## A good volume does not vouch for a good gap

It seems natural that a method which places the atoms of a crystal correctly must also describe its electrons correctly, so that good distances would promise a good band gap. Magnesium selenide in the rock-salt structure puts this idea to the test.

Rock-salt MgSe by the methods named in the rows, without spin polarization or spin–orbit coupling. Gaps are single-point values on the r2SCAN-relaxed cell, volumes come from each method's own relaxation or energy curve, and bulk moduli are at fixed cell shape. Plane-wave PBE uses a 420 eV cutoff and an 8×8×8 k mesh, its coarse run 260 eV and 4×4×4.

| name | kind | band gap (eV) | volume per atom (Å³) | bulk modulus (GPa) | atoms computed |
| --- | --- | --- | --- | --- | --- |
| PBE coarse-settings | low cutoff and mesh | 1.798 | n/a | n/a | 2 |
| PBE | semilocal | 1.805 | 20.892 | 60.70 | 2 |
| GFN1-xTB tblite | tight binding | 0.003 | 20.630 | 58.40 | 64 |
| r2SCAN | semilocal | 2.477 | 20.487 | 66.20 | 2 |
| PBE SZV | small basis | 0.228 | 22.674 | 51.30 | 2 |
| GFN2-xTB tblite | tight binding | 0.144 | n/a | n/a | 64 |
| GLLB-SC | model potential | 3.939 | n/a | n/a | 2 |
| PBE sz-orbitals | small basis | 1.981 | n/a | n/a | 2 |
| PBE DZVP | small basis | 1.677 | 21.527 | 60.60 | 2 |
| PM7 | semi-empirical | 2.570 | n/a | n/a | 64 |
| PM6 | semi-empirical | 2.556 | n/a | n/a | 64 |

The five volumes lie within 11 % of the smallest, yet the gaps of the same five methods run from practically zero to 2.5 eV, and in the whole table they reach 3.9 eV. GFN1-xTB comes within 1 % of the r2SCAN volume and has almost no gap. It is the only clear counterexample among the five: in the other four the gap shrinks steadily as the volume grows, from r2SCAN through PBE and PBE DZVP to PBE SZV. There are no measured values here, so the differences below compare methods with each other and do not rank them against nature.

The two quantities ask different things of a method. The equilibrium volume lies where the total energy stops changing as the crystal is stretched or squeezed, and the bulk modulus measures how sharply the energy curves there. The gap is the distance between the highest filled and the lowest empty level. The empty level holds no electrons and adds nothing directly to the total energy, so a method can be right about the energy and wrong about the gap.

For the volume, this view gives a simple estimate. Let $V_r$ be the volume per atom of the common r2SCAN cell, $P$ the pressure that another method finds in that cell, and $B$ that method's bulk modulus. A positive pressure means that the crystal wants to expand, and it does so until the pressure is gone. Since $B$ is the pressure needed per relative change of volume, the new volume is $V \approx V_r(1+P/B)$. PBE finds a pressure of 1.23 GPa, hence

$$V \approx 20.487\ \text{Å}^3 \times \left(1+\frac{1.23}{60.7}\right) = 20.90\ \text{Å}^3,$$

against 20.89 Å³ from the calculation itself.

The estimate works as well for GFN1-xTB, but for PBE SZV, with its much larger pressure, it overstates the swelling by about a tenth. A solid stiffens when compressed, so a single modulus taken near the relaxed volume is too soft for the whole way. Grid noise in the pressure may also contribute to the mismatch: the three direct stresses, which should be equal in a cubic crystal, differ by up to 0.3 GPa in this run. Pressure, modulus and volume all come from the same energy, so the agreement is a check of consistency and does not explain why the methods find different pressures. It does show how stiffness matters: in a harder rock-salt crystal such as MgO, the same difference in pressure would cause a smaller relative difference in volume.

Stiffness often follows volume, because the repulsion between neighbouring ions weakens quickly as they move apart. PBE gives a crystal 2 % larger than r2SCAN and 8 % softer. GFN1-xTB breaks this pattern: its volume is close to that of r2SCAN, but its modulus is 12 % lower. Its energy curve has its minimum in nearly the same place as that of r2SCAN but is shallower around it. PBE DZVP departs from the pattern too: its crystal is 3 % larger than that of plane-wave PBE, yet practically as stiff.

The gap follows other rules. In a simple ionic picture, the filled levels at its lower edge belong mainly to selenium, which has taken up electrons, and the empty levels above it have much magnesium character. PBE places both with one and the same potential, whose exchange and correlation part is built from the density and its derivatives at each point, and such potentials usually give gaps that are too small. r2SCAN also uses the kinetic energy density of the electrons, so its potential acts differently on different orbitals, and with this functional the gap usually comes out wider than with PBE.

In the same cell, r2SCAN raises the gap by 0.67 eV, so a change of volume is not the reason. This gap is indirect: the filled and the empty edge belong to electron waves of different wavevector. The direct gap at the zone centre, where both have the same wavevector, grows by 0.91 eV. The correction is therefore not one constant shift of the empty bands, and a PBE band structure cannot be turned into the r2SCAN one by adding a single number.

GLLB-SC goes further and reaches 3.9 eV. It adds an estimate of the jump that the exact potential makes when an electron enters the empty band, a jump that ordinary semilocal potentials lack. Its potential is built for levels and is not the derivative of an energy, so it offers no energy curve from which a volume could follow.

PBE SZV shows what a poor set of orbitals can do while the functional stays the same. Its gap is only 0.23 eV, which is surprising at first, because in a fixed potential leaving functions out of a basis can never lower a level and should push the empty bands up. If the atomic cores are treated alike, the gap can shrink only if the filled edge rises even more, or if the potential itself changes as the electrons settle. A possible cause is the selenium ion: its extra electrons need room to spread, and a single rigid function for each orbital does not allow it. Crowded together, they repel each other more strongly, which would raise the filled edge. This cannot be the whole change, since the direct gap falls by only 0.82 eV, against 1.58 eV for the indirect one: the empty levels at the two wavevectors also shift against each other. Moreover, this run keeps the 3d electrons of selenium in the core, while the plane-wave run treats them explicitly, and it uses a coarser 5×5×5 k mesh, so the basis is not the only difference.

The larger basis DZVP lets the orbitals change size and shape. It removes 92 % of the SZV gap shortfall relative to plane-wave PBE, but only 64 % of the excess volume. This points to the basis as the main cause of the small gap, provided that both Gaussian runs treat the atomic cores alike. The other minimal basis, PBE sz-orbitals, gives 1.98 eV, slightly above plane-wave PBE. It too has a single rigid function for each orbital it includes, so rigidity alone does not close the gap. But the two sets are not equally small: the runs list 12 levels for PBE sz-orbitals and only 9 for PBE SZV, which fits a set without 3p functions on magnesium. Such functions can mix into the filled selenium levels and lower them, so their absence may raise the filled edge and narrow the gap. The label "minimal" thus fixes neither the size nor the sign of the error; the number and the form of the functions probably both matter, and the treatment of the cores may matter too.

In GFN1-xTB the gap of 0.003 eV is smaller than the 0.02 eV over which the run smears the occupation of the levels, so the crystal is in effect no longer an insulator. Coarse sampling of the bands is an unlikely culprit, since in a given potential it can only miss the band edges and make a gap look wider. The run puts a charge of only about 0.2 electrons on each ion, which would fit too weak a separation of selenium and magnesium levels, though such charges depend on how electrons are shared out between atoms. The method was fitted to molecules, and its gaps and pressures for solids can be far off. The volume may still come out well, because the method also contains a repulsion between atoms that was adjusted to give good distances. GFN2-xTB also gives a very small gap, 0.14 eV, although its run puts larger charges on the ions than GFN1-xTB does. This speaks against weak charge separation as a shared cause, and it leaves that explanation uncertain for GFN1-xTB too.

PM6 and PM7 show that a plausible gap is no safer as evidence. Both lie within 0.1 eV of r2SCAN, although they yield gaps of the Hartree–Fock type, which are usually far too wide because the exchange between electrons is not screened. Both runs also see only the few wavevectors that fit their cluster of 64 atoms, so a finer sampling could lower their gaps. The closeness probably comes from errors that cancel, and it should not be counted as support for either side.

The coarse PBE run shows that settings, too, can pass one test and still need another. Its lower cutoff and coarser mesh change the gap by only 0.007 eV, because both band edges move very little, and in the same direction, so that part of the shift drops out of their difference. The pressure, however, shifts by 0.39 GPa, and in a relaxation that follows the pressure this alone would change the volume by $0.39/60.7 \approx 0.6\,\%$. That is small, but it is about a third of the difference in volume between PBE and r2SCAN. Settings tested on the gap are therefore not yet safe for comparing volumes, just as a method tested on distances is not yet safe for the gap. The printed analysis after this section lists the differences for each method.

Printed output of the fit:

```
Differences between methods:
                  row  gap less PBE gap (eV)  gap less r2SCAN gap (eV)  volume above r2SCAN (%)  modulus above r2SCAN (%)
  PBE coarse-settings                 -0.007                    -0.679                      n/a                       n/a
                  PBE                      0                    -0.672                    1.977                    -8.308
      GFN1-xTB tblite                 -1.802                    -2.474                    0.698                    -11.78
               r2SCAN                  0.672                         0                        0                         0
              PBE SZV                 -1.577                    -2.249                    10.68                    -22.51
      GFN2-xTB tblite                 -1.661                    -2.333                      n/a                       n/a
              GLLB-SC                  2.134                     1.462                      n/a                       n/a
      PBE sz-orbitals                  0.176                    -0.496                      n/a                       n/a
             PBE DZVP                 -0.128                      -0.8                    5.076                    -8.459
                  PM7                  0.765                     0.093                      n/a                       n/a
                  PM6                  0.751                     0.079                      n/a                       n/a
DZVP volume above plane-wave PBE volume (%): 3.039
Share of the SZV gap shortfall removed by DZVP (%): 91.88
Share of the SZV volume excess removed by DZVP (%): 64.37
Share of the SZV modulus deficit removed by DZVP (%): 98.94
Gap of the other minimal basis less SZV gap (eV): 1.753
PBE volume estimated from pressure over modulus (cubic angstrom per atom): 20.9
GFN1-xTB volume estimated from pressure over modulus (cubic angstrom per atom): 20.63
SZV volume estimated from pressure over modulus (cubic angstrom per atom): 22.9
SZV estimate less computed volume (cubic angstrom per atom): 0.2298
PBE direct gap less indirect gap (eV): 0.7235
r2SCAN direct gap less indirect gap (eV): 0.9609
SZV direct gap less indirect gap (eV): 1.484
Rise of the direct gap from PBE to r2SCAN (eV): 0.9094
Fall of the direct gap from PBE to SZV (eV): 0.8161
Coarse PBE pressure less full PBE pressure (GPa): 0.3909
Coarse PBE energy less full PBE energy (eV per cell of 2 atoms): 0.4219
```
